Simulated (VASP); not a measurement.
# C in VASP: how settings move the LDA single point

The LDA single point of C built on the diamond prototype is repeated with altered inputs. Which of them can be trusted?

Program: VASP 6.6.1. PAW datasets, plane waves. No spin polarisation (in the reference) and no zero-point or thermal motion.

## Step 1: The cell

The cell comes from an earlier relaxation with r2SCAN in another program. Some of the altered inputs switch spin polarisation on.

It is cubic, Fd-3m (No. 227); a = 3.560 Å in the conventional setting, 5.64 Å³ an atom. C has 4 C at 1.54 Å.

The structure in full:

```
CELL_PARAMETERS angstrom
0.00000 1.78012 1.78012
1.78012 0.00000 1.78012
1.78012 1.78012 0.00000
ATOMIC_POSITIONS crystal
C 0.00000 0.00000 0.00000
C 0.25000 0.25000 0.25000
```

## Step 2: Reference

INCAR

```
ENCUT = 520.000000
SIGMA = 0.010000
EDIFF = 1.00e-07
GGA = CA
PREC = Accurate
IBRION = -1
ISIF = 2
ISMEAR = 0
NBANDS = 11
NELM = 120
NSW = 0
LASPH = .TRUE.
LCHARG = .TRUE.
LELF = .TRUE.
LWAVE = .FALSE.
LREAL = .FALSE.
```

KPOINTS

```
KPOINTS created by Atomic Simulation Environment
0
Gamma
12 12 12
0 0 0
```

POSCAR

```
C
 1.0000000000000000
     0.0000000000000000    1.7801241435693234    1.7801241435693234
     1.7801241435693234   -0.0000000000000000    1.7801241435693234
     1.7801241435693234    1.7801241435693234   -0.0000000000000000
 C
   2
Cartesian
  0.0000000000000000  0.0000000000000000 -0.0000000000000000
  0.8900620717846617  0.8900620717846617  0.8900620717846617
```

A file KPOINTS_OPT adds named points for the levels; it doesn't enter the self-consistent loop.

Potentials: the recommended LDA PAW datasets, 8 valence electrons.

Run with:

```console
$ mpirun -np 1 vasp_std
```

The closing lines of the self-consistent loop in OSZICAR:

```text
DAV:   9    -0.202391737422E+02    0.14755E-04   -0.36072E-05  1781   0.468E-02    0.206E-02
DAV:  10    -0.202391754343E+02   -0.16922E-05   -0.21960E-06  1719   0.122E-02    0.487E-03
DAV:  11    -0.202391753617E+02    0.72637E-07   -0.94146E-08  1348   0.232E-03
   1 F= -.20239175E+02 E0= -.20239175E+02  d E =-.588072E-41
```

Wall time 7.4 s (1 MPI rank of Intel Xeon Platinum 8488C, shared host); peak memory 0.11 GiB.

Values of the reference: energy (σ→0) -20.2392 eV, pressure -9.29 GPa, gap on the mesh 4.14 eV.

## Step 3: Try 1

INCAR

```
ENCUT = 520.000000
SIGMA = 0.010000
EDIFF = 1.00e-07
GGA = CA
PREC = Accurate
IBRION = -1
ISIF = 2
ISMEAR = 0
NBANDS = 11
NSW = 0
LASPH = .TRUE.
LCHARG = .FALSE.
LWAVE = .FALSE.
LREAL = .FALSE.
ALGO = VeryFast
NELM = 69
```

KPOINTS is that of step 2.

POSCAR is that of step 2.

Run with:

```console
$ mpirun -np 1 vasp_std
```

Standard output, without the iteration lines:

```text
POSCAR found type information on POSCAR C
 POSCAR found :  1 types and       2 ions
 LDA part: xc-table for (Slater(with rela. corr.)+CA(PZ))
 , standard interpolation
 POSCAR, INCAR and KPOINTS ok, starting setup
 FFT: planning ... GRIDC
 FFT: planning ... GRID_SOFT
 FFT: planning ... GRID
 WAVECAR not read
 entering main loop
```

OSZICAR:

```text
N       E                     dE             d eps       ncg     rms          rms(c)
RMM:   1     0.281404006430E+02    0.28140E+02   -0.21274E+03   792   0.501E+02
RMM:   2    -0.116819330163E+02   -0.39822E+02   -0.30637E+02   792   0.108E+02
RMM:   3    -0.199682733049E+02   -0.82863E+01   -0.41361E+01   792   0.404E+01
RMM:   4    -0.209444666133E+02   -0.97619E+00   -0.52590E+00   792   0.160E+01
RMM:   5    -0.210423977557E+02   -0.97931E-01   -0.60051E-01   792   0.529E+00
RMM:   6    -0.210521984007E+02   -0.98006E-02   -0.66693E-02   792   0.179E+00
RMM:   7    -0.210531189715E+02   -0.92057E-03   -0.73383E-03   792   0.589E-01
RMM:   8    -0.210532177105E+02   -0.98739E-04   -0.80052E-04   792   0.192E-01
RMM:   9    -0.210532277369E+02   -0.10026E-04   -0.87215E-05  1922   0.626E-02
RMM:  10    -0.210532289676E+02   -0.12308E-05   -0.10628E-05  1775   0.221E-02
RMM:  11    -0.210532290799E+02   -0.11231E-06   -0.90872E-07  1692   0.626E-03
RMM:  12    -0.210532290918E+02   -0.11850E-07   -0.10936E-07  1543   0.212E-03    0.573E+00
RMM:  13    -0.204505262002E+02    0.60270E+00   -0.22908E-01  3009   0.315E+00    0.336E+00
RMM:  14    -0.202400482279E+02    0.21048E+00   -0.24923E-01  3018   0.328E+00    0.742E-01
RMM:  15    -0.202391670690E+02    0.88116E-03   -0.10244E-03  1825   0.273E-01    0.288E-02
RMM:  16    -0.202391733536E+02   -0.62846E-05   -0.46702E-05  1807   0.740E-02    0.341E-02
RMM:  17    -0.202391754303E+02   -0.20768E-05   -0.27338E-06  1803   0.185E-02    0.169E-02
RMM:  18    -0.202391753498E+02    0.80540E-07   -0.61706E-07  1796   0.771E-03
   1 F= -.20239175E+02 E0= -.20239175E+02  d E =-.737464-104
```

From OUTCAR:

```text
k-points           NKPTS =     72   k-points in BZ     NKDIM =     72   number of bands    NBANDS=     11

   NELECT =       8.0000    total number of electrons

   dimension x,y,z NGX =    20 NGY =   20 NGZ =   20
   dimension x,y,z NGXF=    40 NGYF=   40 NGZF=   40

  energy-cutoff  :      520.00
  volume of cell :       11.28
      direct lattice vectors                 reciprocal lattice vectors
     0.000000000  1.780124144  1.780124144    -0.280879287  0.280879287  0.280879287
     1.780124144  0.000000000  1.780124144     0.280879287 -0.280879287  0.280879287
     1.780124144  1.780124144  0.000000000     0.280879287  0.280879287 -0.280879287

 k-points in reciprocal lattice and weights: KPOINTS created by Atomic Simulation Env
   0.00000000  0.00000000  0.00000000       0.001
   0.08333333  0.00000000  0.00000000       0.005
   0.16666667  0.00000000  0.00000000       0.005
   0.25000000  0.00000000  0.00000000       0.005
   0.33333333  0.00000000  0.00000000       0.005
   0.41666667  0.00000000  0.00000000       0.005
   0.50000000  0.00000000  0.00000000       0.002
   0.08333333  0.08333333  0.00000000       0.003
[... 64 more k-points ...]

 E-fermi :   9.9550

 k-point     1 :       0.0000    0.0000    0.0000
  band No.  band energies     occupation
      1     -11.5878      2.00000
      2       9.8039      2.00000
      3       9.8039      2.00000
      4       9.8039      2.00000
      5      15.3617      0.00000
      6      15.3617      0.00000
      7      15.3617      0.00000
      8      23.4855      0.00000
      9      28.8792      0.00000
     10      36.4982      0.00000
     11      36.9924      0.00000

 k-point     2 :       0.0833    0.0000    0.0000
  band No.  band energies     occupation
      1     -11.3948      2.00000
      2       8.5865      2.00000
      3       9.4801      2.00000
      4       9.4801      2.00000
      5      15.7852      0.00000
      6      15.7852      0.00000
      7      16.0862      0.00000
      8      23.6135      0.00000
      9      29.1896      0.00000
     10      34.2112      0.00000
     11      34.2112      0.00000

 k-point     3 :       0.1667    0.0000    0.0000
  band No.  band energies     occupation
      1     -10.8184      2.00000
      2       6.0702      2.00000
      3       8.7780      2.00000
      4       8.7780      2.00000
      5      16.7026      0.00000
      6      16.7026      0.00000
      7      17.2201      0.00000
      8      23.9768      0.00000
      9      29.8387      0.00000
     10      32.5940      0.00000
     11      35.4381      0.00000

 k-point     4 :       0.2500    0.0000    0.0000
  band No.  band energies     occupation
      1      -9.8662      2.00000
      2       3.2439      2.00000
      3       8.0548      2.00000
      4       8.0548      2.00000
      5      17.5545      0.00000
      6      17.5545      0.00000
      7      18.0476      0.00000
      8      24.4822      0.00000
      9      30.2731      0.00000
     10      32.1653      0.00000
     11      32.1653      0.00000

[... the tables of k-points 5 to 72 left out ...]

  Total       -0.6543679     -0.6543679     -0.6543679     -0.0000000     -0.0000000      0.0000000
  in kB      -92.9290910    -92.9290910    -92.9290910     -0.0000000     -0.0000000      0.0000000
  external PRESSURE =     -92.9290910 kB  Pullay stress =       0.0000000 kB

 POSITION                                       TOTAL-FORCE (eV/Angst)
 -----------------------------------------------------------------------------------
      0.00000      0.00000      0.00000         0.000000     -0.000000     -0.000000
      0.89006      0.89006      0.89006        -0.000000      0.000000      0.000000
 -----------------------------------------------------------------------------------
    total drift:                                0.000000      0.000000      0.000000

  FREE ENERGIE OF THE ION-ELECTRON SYSTEM (eV)
  ---------------------------------------------------
  free  energy   TOTEN  =       -20.2391753498 eV

  energy  without entropy=      -20.2391753498  energy(sigma->0) =      -20.23917535
```

Run time: 8.5 s. Hardware: 1 MPI rank of Intel Xeon Platinum 8488C, shared host; peak memory 0.11 GiB.

Changed: ALGO = VeryFast, NELM = 69. The run ends normally. Against the reference the energy moves by less than 0.1 meV/atom. These tags change the road and not the goal, and the results agree.

## Step 4: Try 2

INCAR

```
SIGMA = 0.010000
EDIFF = 1.00e-07
GGA = CA
PREC = Accurate
IBRION = -1
ISIF = 2
ISMEAR = 0
NBANDS = 11
NSW = 0
LASPH = .TRUE.
LCHARG = .FALSE.
LWAVE = .FALSE.
LREAL = .FALSE.
ENCUT = 400
AMIX = 0.8
NELM = 97
```

KPOINTS is that of step 2.

POSCAR is that of step 2.

Run with:

```console
$ mpirun -np 1 vasp_std
```

Printed to the terminal (iteration lines stand in OSZICAR):

```text
POSCAR found type information on POSCAR C
 POSCAR found :  1 types and       2 ions
 LDA part: xc-table for (Slater(with rela. corr.)+CA(PZ))
 , standard interpolation
 POSCAR, INCAR and KPOINTS ok, starting setup
 FFT: planning ... GRIDC
 FFT: planning ... GRID_SOFT
 FFT: planning ... GRID
 WAVECAR not read
 entering main loop
```

OSZICAR:

```text
N       E                     dE             d eps       ncg     rms          rms(c)
DAV:   1    -0.550069167232E+01   -0.55007E+01   -0.41179E+03  1686   0.582E+02
DAV:   2    -0.207848527932E+02   -0.15284E+02   -0.14895E+02  2054   0.108E+02
DAV:   3    -0.210553463301E+02   -0.27049E+00   -0.26996E+00  1848   0.108E+01
DAV:   4    -0.210557540022E+02   -0.40767E-03   -0.40766E-03  1703   0.527E-01
DAV:   5    -0.210557544140E+02   -0.41173E-06   -0.41173E-06  1830   0.156E-02    0.578E+00
DAV:   6    -0.202556806012E+02    0.80007E+00   -0.11912E+00  1626   0.747E+00    0.226E+00
DAV:   7    -0.202524683583E+02    0.32122E-02   -0.25138E-02  1746   0.131E+00    0.107E+00
DAV:   8    -0.202514479003E+02    0.10205E-02   -0.22457E-04  1731   0.121E-01    0.108E-01
DAV:   9    -0.202514187021E+02    0.29198E-04   -0.28642E-05  1728   0.441E-02    0.429E-02
DAV:  10    -0.202514149990E+02    0.37031E-05   -0.27798E-06  1686   0.117E-02    0.447E-03
DAV:  11    -0.202514149737E+02    0.25378E-07   -0.23955E-08  1106   0.132E-03
   1 F= -.20251415E+02 E0= -.20251415E+02  d E =-.556599E-44
```

From OUTCAR:

```text
k-points           NKPTS =     72   k-points in BZ     NKDIM =     72   number of bands    NBANDS=     11

   NELECT =       8.0000    total number of electrons

   dimension x,y,z NGX =    16 NGY =   16 NGZ =   16
   dimension x,y,z NGXF=    32 NGYF=   32 NGZF=   32

  energy-cutoff  :      400.00
  volume of cell :       11.28
      direct lattice vectors                 reciprocal lattice vectors
     0.000000000  1.780124144  1.780124144    -0.280879287  0.280879287  0.280879287
     1.780124144  0.000000000  1.780124144     0.280879287 -0.280879287  0.280879287
     1.780124144  1.780124144  0.000000000     0.280879287  0.280879287 -0.280879287

 k-points in reciprocal lattice and weights: KPOINTS created by Atomic Simulation Env
   0.00000000  0.00000000  0.00000000       0.001
   0.08333333  0.00000000  0.00000000       0.005
   0.16666667  0.00000000  0.00000000       0.005
   0.25000000  0.00000000  0.00000000       0.005
   0.33333333  0.00000000  0.00000000       0.005
   0.41666667  0.00000000  0.00000000       0.005
   0.50000000  0.00000000  0.00000000       0.002
   0.08333333  0.08333333  0.00000000       0.003
[... 64 more k-points ...]

 E-fermi :   9.9179

 k-point     1 :       0.0000    0.0000    0.0000
  band No.  band energies     occupation
      1     -11.5909      2.00000
      2       9.8228      2.00000
      3       9.8228      2.00000
      4       9.8228      2.00000
      5      15.3808      0.00000
      6      15.3808      0.00000
      7      15.3808      0.00000
      8      23.4781      0.00000
      9      28.8810      0.00000
     10      36.5048      0.00000
     11      36.5048      0.00000

 k-point     2 :       0.0833    0.0000    0.0000
  band No.  band energies     occupation
      1     -11.3981      2.00000
      2       8.5988      2.00000
      3       9.4961      2.00000
      4       9.4961      2.00000
      5      15.8064      0.00000
      6      15.8064      0.00000
      7      16.0975      0.00000
      8      23.6136      0.00000
      9      29.1953      0.00000
     10      34.2237      0.00000
     11      34.2237      0.00000

 k-point     3 :       0.1667    0.0000    0.0000
  band No.  band energies     occupation
      1     -10.8218      2.00000
      2       6.0679      2.00000
      3       8.7907      2.00000
      4       8.7907      2.00000
      5      16.7268      0.00000
      6      16.7268      0.00000
      7      17.2336      0.00000
      8      23.9850      0.00000
      9      29.8538      0.00000
     10      32.6035      0.00000
     11      32.6035      0.00000

 k-point     4 :       0.2500    0.0000    0.0000
  band No.  band energies     occupation
      1      -9.8699      2.00000
      2       3.2394      2.00000
      3       8.0596      2.00000
      4       8.0596      2.00000
      5      17.5678      0.00000
      6      17.5678      0.00000
      7      18.0507      0.00000
      8      24.4908      0.00000
      9      30.2939      0.00000
     10      32.1755      0.00000
     11      32.1755      0.00000

[... the tables of k-points 5 to 72 left out ...]

  Total       -0.9245272     -0.9245272     -0.9245272     -0.0000000      0.0000000     -0.0000000
  in kB     -131.2953671   -131.2953671   -131.2953671     -0.0000000      0.0000000     -0.0000000
  external PRESSURE =    -131.2953671 kB  Pullay stress =       0.0000000 kB

 POSITION                                       TOTAL-FORCE (eV/Angst)
 -----------------------------------------------------------------------------------
      0.00000      0.00000      0.00000         0.000000      0.000000      0.000000
      0.89006      0.89006      0.89006        -0.000000     -0.000000     -0.000000
 -----------------------------------------------------------------------------------
    total drift:                                0.000000      0.000000      0.000000

  FREE ENERGIE OF THE ION-ELECTRON SYSTEM (eV)
  ---------------------------------------------------
  free  energy   TOTEN  =       -20.2514149737 eV

  energy  without entropy=      -20.2514149737  energy(sigma->0) =      -20.25141497
```

It took 3.2 s on 1 MPI rank of Intel Xeon Platinum 8488C, shared host; peak memory 0.11 GiB.

Changed: ENCUT = 400, AMIX = 0.8, NELM = 97. VASP runs to the end. Against the reference the energy moves by -6.1 meV/atom; the pressure goes from -9.3 to -13.1 GPa. These settings are too coarse to quote the result as the crystal's.

## Step 5: Try 3

INCAR

```
ENCUT = 520.000000
SIGMA = 0.010000
EDIFF = 1.00e-07
GGA = CA
PREC = Accurate
IBRION = -1
ISIF = 2
ISMEAR = 0
NBANDS = 11
NSW = 0
LASPH = .TRUE.
LCHARG = .FALSE.
LWAVE = .FALSE.
LREAL = .FALSE.
NELM = 63
ISPIN = 2
MAGMOM = 1.0
```

KPOINTS is that of step 2.

POSCAR is that of step 2.

Run with:

```console
$ mpirun -np 1 vasp_std
```

Printed to the terminal (iteration lines stand in OSZICAR):

```text
POSCAR found type information on POSCAR C
 POSCAR found :  1 types and       2 ions
 -----------------------------------------------------------------------------
|                                                                             |
|     EEEEEEE  RRRRRR   RRRRRR   OOOOOOO  RRRRRR      ###     ###     ###     |
|     E        R     R  R     R  O     O  R     R     ###     ###     ###     |
|     E        R     R  R     R  O     O  R     R     ###     ###     ###     |
|     EEEEE    RRRRRR   RRRRRR   O     O  RRRRRR       #       #       #      |
|     E        R   R    R   R    O     O  R   R                               |
|     E        R    R   R    R   O     O  R    R      ###     ###     ###     |
|     EEEEEEE  R     R  R     R  OOOOOOO  R     R     ###     ###     ###     |
|                                                                             |
|     ERROR: You have set 1 value(s) for MAGMOM; however for                  |
|     spin-polarized calculations (ISPIN=2), MAGMOM has to be a list of       |
|     NIONS values. NIONS=2 in your calculation.                              |
|                                                                             |
|       ---->  I REFUSE TO CONTINUE WITH THIS SICK JOB ... BYE!!! <----       |
|                                                                             |
 -----------------------------------------------------------------------------

1
```

Run time: 0.8 s. Hardware: 1 MPI rank of Intel Xeon Platinum 8488C, shared host.

Changed: ISPIN = 2, MAGMOM = 1. VASP stops before the first electronic step. Its message: «ERROR: You have set 1 value(s) for MAGMOM; however for spin-polarized calculations (ISPIN=2), MAGMOM has to be a list of NIONS values. NIONS=2 in your calculation. ---->  I REFUSE TO CONTINUE WITH THIS SICK JOB ... BYE!!! <----
»

MAGMOM must hold one value for every ion, and it holds fewer.

Fix: give one moment for each atom.

## Step 6: Side by side

| run | changed | ending | energy change (meV/atom) | pressure (GPa) | gap on the mesh (eV; negative: overlap) | electronic steps | time | usable |
| --- | --- | --- | --- | --- | --- | --- | --- | --- |
| ref. | – | converged | 0 | -9.3 | 4.14 | 11 | 7.4 s | yes |
| 1 | ALGO = VeryFast, NELM = 69 | converged | 0.0 | -9.3 | 4.14 | 18 | 8.5 s | yes |
| 2 | ENCUT = 400, AMIX = 0.8, NELM = 97 | converged | -6.1 | -13.1 | 4.12 | 11 | 3.2 s | no |
| 3 | ISPIN = 2, MAGMOM = 1 | refused | – | – | – | – | 0.8 s | no |

What this shows: Of 3 altered inputs, 1 gave no result, 1 ended normally on a faulty or unsound input, 1 gave usable results.
